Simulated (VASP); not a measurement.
# CoSi (P2_13) in VASP: settings compared

Aim: see how the results for CoSi move with the level of theory and the settings. Levels: PBE, LDA, PBEsol, RPBE. Tasks: band structure.

Program: VASP 6.6.1. These are calculated values, not measurements. Logs are shortened: lines on timing, memory, paths and dates and some standing lists are left out, and cuts for length are marked.

### 1 The crystal as given

Symmetry: P2_13, No. 198, cubic system. Conventional cell: a = 4.438 Å, b = 4.438 Å, c = 4.438 Å, α = 90.00°, β = 90.00°, γ = 90.00°. Co (site symmetry 3) has 7 Si at 2.28 to 2.47 Å as nearest neighbours. Si (site symmetry 3) is surrounded by 7 Co at 2.28 to 2.47 Å.

### 2 Band structure, PBE, collinear spin, ferromagnetic start

POSCAR

```
CoSi
1.0
    4.4380000000      0.0000000000      0.0000000000
    0.0000000000      4.4380000000      0.0000000000
    0.0000000000      0.0000000000      4.4380000000
Co Si
4 4
Direct
    0.8600000000      0.6400000000      0.3600000000
    0.6400000000      0.3600000000      0.8600000000
    0.3600000000      0.8600000000      0.6400000000
    0.1400000000      0.1400000000      0.1400000000
    0.1570000000      0.3430000000      0.6570000000
    0.3430000000      0.6570000000      0.1570000000
    0.6570000000      0.1570000000      0.3430000000
    0.8430000000      0.8430000000      0.8430000000
```

INCAR.step1

```
ALGO     = Normal         # electronic algorithm
EDIFF    = 1E-6           # SCF threshold, eV
ENCUT    = 500            # plane-wave cutoff, eV
GGA      = PE             # functional
ISIF     = 2              # what is computed and relaxed
ISMEAR   = -1             # smearing method
ISPIN    = 2              # spin polarisation
LASPH    = T              # aspherical terms in the spheres
LCHARG   = T              # write CHGCAR
LMAXMIX  = 4              # l up to which the mixer works
LORBIT   = 11             # projections on sites
LREAL    = F              # projectors in reciprocal space
LWAVE    = F              # write WAVECAR
MAGMOM   = 2 2 2 2 0 0 0 0 # initial moments
NBANDS   = 40             # bands
NELM     = 150            # most SCF steps
PREC     = Accurate       # precision mode
SIGMA    = 0.05           # smearing width, eV
```

KPOINTS.step1

```
k-points
0
Gamma
  6 6 6
```

INCAR.step2

```
ALGO     = Normal         # electronic algorithm
EDIFF    = 1E-6           # SCF threshold, eV
ENCUT    = 500            # plane-wave cutoff, eV
GGA      = PE             # functional
ICHARG   = 11             # starting density
ISIF     = 2              # what is computed and relaxed
ISMEAR   = 0              # smearing method
ISPIN    = 2              # spin polarisation
LASPH    = T              # aspherical terms in the spheres
LCHARG   = F              # write CHGCAR
LMAXMIX  = 4              # l up to which the mixer works
LORBIT   = 11             # projections on sites
LREAL    = F              # projectors in reciprocal space
LWAVE    = F              # write WAVECAR
MAGMOM   = 2 2 2 2 0 0 0 0 # initial moments
NBANDS   = 40             # bands
NELM     = 150            # most SCF steps
PREC     = Accurate       # precision mode
SIGMA    = 0.05           # smearing width, eV
```

KPOINTS.step2

```
path GXMGRX,MR
15
line-mode
reciprocal
 0.0000000000  0.0000000000  0.0000000000  G
 0.0000000000  0.5000000000  0.0000000000  X

 0.0000000000  0.5000000000  0.0000000000  X
 0.5000000000  0.5000000000  0.0000000000  M

 0.5000000000  0.5000000000  0.0000000000  M
 0.0000000000  0.0000000000  0.0000000000  G

 0.0000000000  0.0000000000  0.0000000000  G
 0.5000000000  0.5000000000  0.5000000000  R

 0.5000000000  0.5000000000  0.5000000000  R
 0.0000000000  0.5000000000  0.0000000000  X

 0.5000000000  0.5000000000  0.0000000000  M
 0.5000000000  0.5000000000  0.5000000000  R
```

Potentials or basis: VASP PAW PBE potentials, release 54 (Co, Si).

The run is started by

```bash
$ cat potpaw_PBE.54/Co/POTCAR potpaw_PBE.54/Si/POTCAR > POTCAR
$ cp INCAR.step1 INCAR
$ cp KPOINTS.step1 KPOINTS
$ mpirun -np 1 vasp_std > vasp.out
$ cp INCAR.step2 INCAR
$ cp KPOINTS.step2 KPOINTS
$ mpirun -np 1 vasp_std > vasp.out
```

OUTCAR:

```text
EDIFF = 1E-6
   ENCUT = 500
   GGA = PE
   ICHARG = 11
   ISIF = 2
   ISMEAR = 0
   ISPIN = 2
   LASPH = T
   LORBIT = 11
   LREAL = F
   NELM = 150
   PREC = Accurate

 ion  position               nearest neighbor table
   1  0.860  0.640  0.360-   5 2.28   6 2.33   7 2.33   8 2.33   7 2.47   8 2.47   6 2.47   2 2.72
                             2 2.72   4 2.72   4 2.72   3 2.72   3 2.72
   2  0.640  0.360  0.860-   6 2.28   5 2.33   7 2.33   8 2.33   5 2.47   7 2.47   8 2.47   1 2.72
                             1 2.72   3 2.72   3 2.72   4 2.72   4 2.72
   3  0.360  0.860  0.640-   7 2.28   6 2.33   5 2.33   8 2.33   6 2.47   5 2.47   8 2.47   4 2.72
                             2 2.72   2 2.72   4 2.72   1 2.72   1 2.72
   4  0.140  0.140  0.140-   8 2.28   6 2.33   7 2.33   5 2.33   6 2.47   5 2.47   7 2.47   1 2.72
                             3 2.72   3 2.72   1 2.72   2 2.72   2 2.72
   5  0.157  0.343  0.657-   1 2.28   2 2.33   3 2.33   4 2.33   3 2.47   4 2.47   2 2.47   8 2.75
                             6 2.75   6 2.75   8 2.75   7 2.75   7 2.75
   6  0.343  0.657  0.157-   2 2.28   1 2.33   3 2.33   4 2.33   1 2.47   3 2.47   4 2.47   8 2.75
                             5 2.75   5 2.75   7 2.75   7 2.75   8 2.75
   7  0.657  0.157  0.343-   3 2.28   2 2.33   1 2.33   4 2.33   2 2.47   1 2.47   4 2.47   8 2.75
                             8 2.75   5 2.75   6 2.75   6 2.75   5 2.75
   8  0.843  0.843  0.843-   4 2.28   2 2.33   3 2.33   1 2.33   2 2.47   1 2.47   3 2.47   5 2.75
                             6 2.75   7 2.75   7 2.75   5 2.75   6 2.75

  LATTYP: Found a simple cubic cell.
 ALAT       =     4.4380000000

  Lattice vectors:

 A1 = (   4.4380000000,   0.0000000000,   0.0000000000)
 A2 = (   0.0000000000,   4.4380000000,   0.0000000000)
 A3 = (   0.0000000000,   0.0000000000,   4.4380000000)

Analysis of symmetry for initial positions (statically):
=====================================================================
 Subroutine PRICEL returns:
 Original cell was already a primitive cell.

 Routine SETGRP: Setting up the symmetry group for a
 simple cubic supercell.

 Subroutine GETGRP returns: Found 12 space group operations
 (whereof  3 operations were pure point group operations)
 out of a pool of 48 trial point group operations.

The static configuration has the point symmetry C_3 .
 The point group associated with its full space group is T   .

Analysis of symmetry for dynamics (positions and initial velocities):
=====================================================================
 Subroutine PRICEL returns:
 Original cell was already a primitive cell.

 Routine SETGRP: Setting up the symmetry group for a
 simple cubic supercell.

 Subroutine GETGRP returns: Found 12 space group operations
 (whereof  3 operations were pure point group operations)
 out of a pool of 48 trial point group operations.

The dynamic configuration has the point symmetry C_3 .
 The point group associated with its full space group is T   .

Analysis of structural, dynamic, and magnetic symmetry:
=====================================================================
 Subroutine PRICEL returns:
 Original cell was already a primitive cell.

 Routine SETGRP: Setting up the symmetry group for a
 simple cubic supercell.

 Subroutine GETGRP returns: Found 12 space group operations
 (whereof  3 operations were pure point group operations)
 out of a pool of 48 trial point group operations.

The overall configuration has the point symmetry C_3 .
 The point group associated with its full space group is T   .

 Subroutine INISYM returns: Found 12 space group operations
 (whereof  3 operations are pure point group operations),
 and found     1 'primitive' translations

----------------------------------------------------------------------------------------

                                     Primitive cell

  volume of cell :      87.4102

  direct lattice vectors                    reciprocal lattice vectors
     4.438000000  0.000000000  0.000000000     0.225326724  0.000000000  0.000000000
     0.000000000  4.438000000  0.000000000     0.000000000  0.225326724  0.000000000
     0.000000000  0.000000000  4.438000000     0.000000000  0.000000000  0.225326724

  length of vectors
     4.438000000  4.438000000  4.438000000     0.225326724  0.225326724  0.225326724

  position of ions in fractional coordinates (direct lattice)
[... 71 lines left out ...]
 SYSTEM =  unknown system
   PREC   = accura    normal or accurate (medium, high low for compatibility)
   ISTART =      0    job   : 0-new  1-cont  2-samecut
   ICHARG =     11    charge: 1-file 2-atom 10-const
   ISPIN  =      2    spin polarized calculation?
   LNONCOLLINEAR =      F non collinear calculations
   LSORBIT =      F    spin-orbit coupling
   LASPH  =      T    aspherical Exc in radial PAW
   ENCUT  =  500.0 eV  36.75 Ry    6.06 a.u.   8.09  8.09  8.09*2*pi/ulx,y,z
   NELM   =    150;   NELMIN=  2; NELMDL=  0     # of ELM steps
   EDIFF  = 0.1E-05   stopping-criterion for ELM
   LREAL  =      F    real-space projection
   EDIFFG = 0.1E-04   stopping-criterion for IOM
   NSW    =      0    number of steps for IOM
   IBRION =     -1    ionic relax: 0-MD 1-quasi-New 2-CG
   NFREE  =      0    steps in history (QN), initial steepest desc. (CG)
   ISIF   =      2    stress and relaxation
   ISYM   =      2    0-nonsym 1-usesym 2-fastsym
   POTIM  = 0.5000    time-step for ionic-motion
   TEBEG  =    0.0;   TEEND  =   0.0 temperature during run
   PSTRESS=    0.0 pullay stress
   NELECT =      52.0000    total number of electrons
   NUPDOWN=      -1.0000    fix difference up-down
   EMIN   =  10.00;   EMAX   =-10.00  energy-range for DOS
   EFERMI =   0.00;   METHOD = LEGACY
   ISMEAR =     0;   SIGMA  =   0.05  broadening in eV -4-tet -1-fermi 0-gaus
   EFERMI_NEDOS =   21; number of points for ismear=-14 and -15
   IALGO  =     38    algorithm
   IMIX   =      4    mixing-type and parameters
     AMIX     =   0.40;   BMIX     =  1.00
     AMIX_MAG =   1.60;   BMIX_MAG =  1.00
  volume/ion in A,a.u.               =      10.93        73.73
  Fermi-wavevector in a.u.,A,eV,Ry     =   1.376856  2.601881 25.793021  1.895734
  Thomas-Fermi vector in A             =   2.502063
   LORBIT       =     11    0 simple, 1 ext, 2 COOP (PROOUT), +10 PAW based schemes
   GGA     = PE    functional components
   LHFCALC =     F    Hartree Fock is set to
   AEXX    =    0.0000 exact exchange contribution
   IVDW    =     0    specifies the selected vdW correction
   LEPSILON=     F    determine dielectric tensor
   LRPA    =     F    only Hartree local field effects (RPA)
 spin polarized calculation
 Gauss-broadening in eV      SIGMA  =   0.05
  energy-cutoff  :      500.00
  volume of cell :       87.41
 maximum number of plane-waves:      2272

 number of electron      52.0000045 magnetization      -0.0000898

 Free energy of the ion-electron system (eV)
  ---------------------------------------------------
  ext. energy  EPLUGINS =         0.00000000
  ---------------------------------------------------
  free energy    TOTEN  =       -54.82001897 eV

  energy without entropy =      -54.80695879  energy(sigma->0) =      -54.81348888

 E-fermi :  12.0216     XC(G=0): -12.8397

 val. band max:       12.0157533049   @ k =   0.5000   0.5000   0.3929
 cond. band min:      12.0237700462   @ k =   0.5000   0.5000   0.0000
 fundamental gap:      0.0080167413
 Fermi energy:        12.0215949411

 spin component 1

 k-point     1 :       0.0000    0.0000    0.0000
  band No.  band energies     occupation
      1      -1.5954      1.00000
      2       3.8864      1.00000
      3       3.8864      1.00000
      4       3.8864      1.00000
      5       6.5957      1.00000
      6       6.5957      1.00000
[... 973 lines left out ...]
     37      19.2145      0.00000
     38      19.2145      0.00000

 [... further k-points ...]

 spin component 2

 k-point     1 :       0.0000    0.0000    0.0000
  band No.  band energies     occupation
      1      -1.5954      1.00000
      2       3.8864      1.00000
      3       3.8864      1.00000
      4       3.8864      1.00000
      5       6.5957      1.00000
      6       6.5957      1.00000
[... 973 lines left out ...]
     37      19.2145      0.00000
     38      19.2145      0.00000

 [... further k-points ...]

 [bands above 38 left out]

------------------------ aborting loop because EDIFF is reached ----------------------------------------

  FORCE on cell =-STRESS in cart. coord.  units (eV):
  Direction    XX          YY          ZZ          XY          YZ          ZX
  --------------------------------------------------------------------------------------
  -------------------------------------------------------------------------------------
  Total        4.6069895      4.6069895      4.6069895      0.0000000      0.0000000      0.0000000
  in kB       84.4434391     84.4434391     84.4434391      0.0000000      0.0000000      0.0000000
  external PRESSURE =      84.4434391 kB  Pullay stress =       0.0000000 kB

 VOLUME and BASIS-vectors are now :
 -----------------------------------------------------------------------------
  energy-cutoff  :      500.00
  volume of cell :       87.41
      direct lattice vectors                 reciprocal lattice vectors
     4.438000000  0.000000000  0.000000000     0.225326724  0.000000000  0.000000000
     0.000000000  4.438000000  0.000000000     0.000000000  0.225326724  0.000000000
     0.000000000  0.000000000  4.438000000     0.000000000  0.000000000  0.225326724

 POSITION                                       TOTAL-FORCE (eV/Angst)
 -----------------------------------------------------------------------------------
      3.81668      2.84032      1.59768        -0.155449      0.155449     -0.155449
      2.84032      1.59768      3.81668         0.155449     -0.155449     -0.155449
      1.59768      3.81668      2.84032        -0.155449     -0.155449      0.155449
      0.62132      0.62132      0.62132         0.155449      0.155449      0.155449
      0.69677      1.52223      2.91577         0.066338     -0.066338      0.066338
      1.52223      2.91577      0.69677        -0.066338      0.066338      0.066338
      2.91577      0.69677      1.52223         0.066338      0.066338     -0.066338
      3.74123      3.74123      3.74123        -0.066338     -0.066338     -0.066338
 -----------------------------------------------------------------------------------
    total drift:                               -0.000000     -0.000000      0.000000

  FREE ENERGIE OF THE ION-ELECTRON SYSTEM (eV)
  ---------------------------------------------------
  free  energy   TOTEN  =       -54.8200189730 eV

  energy  without entropy=      -54.8069587878  energy(sigma->0) =      -54.81348888

 total charge

# of ion       s       p       d       tot
------------------------------------------
    1        0.446   0.609   7.572   8.626
    2        0.446   0.609   7.572   8.626
    3        0.446   0.609   7.572   8.626
    4        0.446   0.609   7.572   8.626
    5        0.731   0.873   0.000   1.604
    6        0.731   0.873   0.000   1.604
    7        0.731   0.873   0.000   1.604
    8        0.731   0.873   0.000   1.604
--------------------------------------------------
tot          4.704   5.927  30.288  40.920

 magnetization (x)

# of ion       s       p       d       tot
------------------------------------------
    1       -0.000  -0.000  -0.000  -0.000
    2       -0.000  -0.000  -0.000  -0.000
    3       -0.000  -0.000  -0.000  -0.000
    4       -0.000  -0.000  -0.000  -0.000
    5        0.000   0.000   0.000   0.000
    6        0.000   0.000   0.000   0.000
    7        0.000   0.000   0.000   0.000
    8        0.000   0.000   0.000   0.000
--------------------------------------------------
tot         -0.000  -0.000  -0.000  -0.000
```

It took 2.4 min on 1 thread of Intel Xeon 6975P-C (Granite Rapids), shared host; peak memory 0.48 GiB.

What came out:

* Band gap along the path: none (metal or under the smearing width)
* Net moment: 0.00 μB per cell

Levels at the corners of the path, in eV from the Fermi level:
Spin up:
```tsv
point	band 24	band 25	band 26	band 27	band 28	band 29
Γ	-0.81	-0.05	-0.05	-0.05	2.42	2.42
X	-0.71	-0.51	-0.51	0.95	0.95	1.42
X	-0.71	-0.51	-0.51	0.95	0.95	1.42
M	-1.05	-0.07	-0.07	0.52	0.52	1.95
M	-1.05	-0.07	-0.07	0.52	0.52	1.95
Γ	-0.81	-0.05	-0.05	-0.05	2.42	2.42
Γ	-0.81	-0.05	-0.05	-0.05	2.42	2.42
R	-1.26	-0.25	-0.25	-0.25	-0.25	5.29
R	-1.26	-0.25	-0.25	-0.25	-0.25	5.29
X	-0.71	-0.51	-0.51	0.95	0.95	1.42
M	-1.05	-0.07	-0.07	0.52	0.52	1.95
R	-1.26	-0.25	-0.25	-0.25	-0.25	5.29
```
Spin down:
```csv
point,band 22,band 23,band 24,band 25,band 26,band 27,band 28,band 29,band 30,band 31
Γ,-0.94,-0.81,-0.81,-0.05,-0.05,-0.05,2.42,2.42,2.42,2.89
X,-1.08,-0.71,-0.71,-0.51,-0.51,0.95,0.95,1.42,1.42,4.26
X,-1.08,-0.71,-0.71,-0.51,-0.51,0.95,0.95,1.42,1.42,4.26
M,-1.55,-1.05,-1.05,-0.07,-0.07,0.52,0.52,1.95,1.95,2.44
M,-1.55,-1.05,-1.05,-0.07,-0.07,0.52,0.52,1.95,1.95,2.44
Γ,-0.94,-0.81,-0.81,-0.05,-0.05,-0.05,2.42,2.42,2.42,2.89
Γ,-0.94,-0.81,-0.81,-0.05,-0.05,-0.05,2.42,2.42,2.42,2.89
R,-1.26,-1.26,-1.26,-0.25,-0.25,-0.25,-0.25,5.29,5.29,5.29
R,-1.26,-1.26,-1.26,-0.25,-0.25,-0.25,-0.25,5.29,5.29,5.29
X,-1.08,-0.71,-0.71,-0.51,-0.51,0.95,0.95,1.42,1.42,4.26
M,-1.55,-1.05,-1.05,-0.07,-0.07,0.52,0.52,1.95,1.95,2.44
R,-1.26,-1.26,-1.26,-0.25,-0.25,-0.25,-0.25,5.29,5.29,5.29
```

Caveat: the log is that of the step along the path at fixed density, whose energy, stress, charges and moments have no meaning; the starting moments collapsed, and a magnetic state may lie lower.

(Part 1 of 3 ends here.)
